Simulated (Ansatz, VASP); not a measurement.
**One calculation of Ag, two programs**

File INCAR:

```
SYSTEM = Ag
PREC = Accurate ; ENCUT = 520
EDIFF = 1E-6 ; ISMEAR = 0
SIGMA = 0.15 ; LREAL = .False.
LASPH = .True. ; NELM = 100
ALGO = Normal ; ISIF = 2
LWAVE = .False. ; LCHARG = .False.
GGA = PS ; NBANDS = 12
```

Contents of KPOINTS:

```
Automatic mesh
0
Gamma
  20 20 20
  0 0 0
```

File POSCAR:

```
Ag
1.0
   -1.7218801600      1.7218801600      1.5894278400
    1.7218801600     -1.7218801600      1.5894278400
    1.7218801600      1.7218801600     -1.5894278400
Ag
1
Direct
    0.0000000000      0.0000000000      0.0000000000
```

Input for Ansatz:

```yaml
crystal:
  lattice:
    - [-1.72188016, 1.72188016, 1.58942784]
    - [1.72188016, -1.72188016, 1.58942784]
    - [1.72188016, 1.72188016, -1.58942784]
  atoms:
    - { symbol: Ag, position: [0.0, 0.0, 0.0] }
basis:
  ecutwfc: 420
kpoints:
  mp_grid: { grid: [20, 20, 20] }
hamiltonian:
  xc: pbesol
scf:
  occupations: { method: gaussian, width: 0.15 }
output:
  forces: true
  stress: true
  eigenvalues: true
```

Change from the starting cell: strain +0.040 along x and y, -0.040 along z, atoms carried along.

Alike in both runs: task single point; functional PBEsol; k mesh 20 × 20 × 20; occupations gaussian, width 0.15 eV; no spin polarisation.

|  | VASP | Ansatz |
| --- | --- | --- |
| version | VASP 6.6.1 | Ansatz 0.2.0 |
| potentials or method | VASP PAW PBE potentials, release 64 (Ag) | scalar-relativistic, plane waves, PAW |
| plane-wave cutoff (eV) | 520 | 420 |
| valence electrons in the cell | 11 | 19 |

|  | VASP | Ansatz | Ansatz less VASP |
| --- | --- | --- | --- |
| gap on the k mesh at the Fermi level (eV) | none | none | - |
| pressure (GPa) | -9.7 | -9.6 | +0.09 |
| largest component of the traceless stress (GPa) | 0.25 | 0.26 | +0.006 |

A gap of «none» marks a metal or a gap that the smearing closes. The two sets of potentials don't hold the same shells in valence.

Caveats: the PAW data sets were made with another functional, which shifts forces and pressure a little (VASP).
